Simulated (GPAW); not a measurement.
Here is a GPAW 26.7.0 calculation.

The input run.py:

```python
from ase import Atoms
from ase.dft.bandgap import bandgap
from ase.io import write
from ase.units import GPa
from gpaw import GPAW, PW, setup_paths

setup_paths.insert(0, '.')

atoms = Atoms(['Ti', 'O'],
              cell=[[3.031, 0.0, 0.0],
                    [-1.5155, 2.6249229989, 0.0],
                    [0.0, 0.0, 3.2377]],
              scaled_positions=[[0.6666666667, 0.3333333333, 0.0],
                                [0.0, 0.0, 0.5]],
              pbc=True)

calc = GPAW(mode=PW(800),
            xc='PBEsol',
            kpts={'size': (10, 10, 8), 'gamma': True},
            occupations={'name': 'methfessel-paxton', 'order': 0, 'width': 0.1},
            nbands=19,
            convergence={'density': 1e-05, 'energy': 1e-05},
            maxiter=150,
            txt='gpaw.txt')
atoms.calc = calc
energy = atoms.get_potential_energy()
forces = atoms.get_forces()
stress = atoms.get_stress()
calc.write('gs.gpw')
write('result.traj', atoms)
print(f'Energy: {energy:.6f} eV')
print('Forces (eV/A):')
print(forces.round(4))
print('Stress (GPa):', (stress / GPa).round(3))
print('Fermi level:', round(calc.get_fermi_level(), 4), 'eV')
print(f'Gap: {bandgap(calc)[0]:.4f} eV, direct: {bandgap(calc, direct=True)[0]:.4f} eV')
```

Potentials or basis: PAW data sets generated in the run's folder for this functional, pw.

The run is started by

```console
$ gpaw-setup -f PBEsol O Ti
$ OMP_NUM_THREADS=1 python run.py
```

Predict the band gap on the k mesh.

none (metal or under the smearing width).

What does it give for the pressure?

-40.3 GPa.

Stress tensor (GPa, compression positive):
```
-33.67   0.00   0.00
  0.00 -33.67   0.00
  0.00   0.00 -53.53
```

Caveat: a pressure of tens of GPa on the cell as given is suspect, and the run, the potentials or the cell itself is likely at fault; semilocal functionals often make such compounds metallic where correlation or magnetic order opens a gap, which also shifts bond lengths.
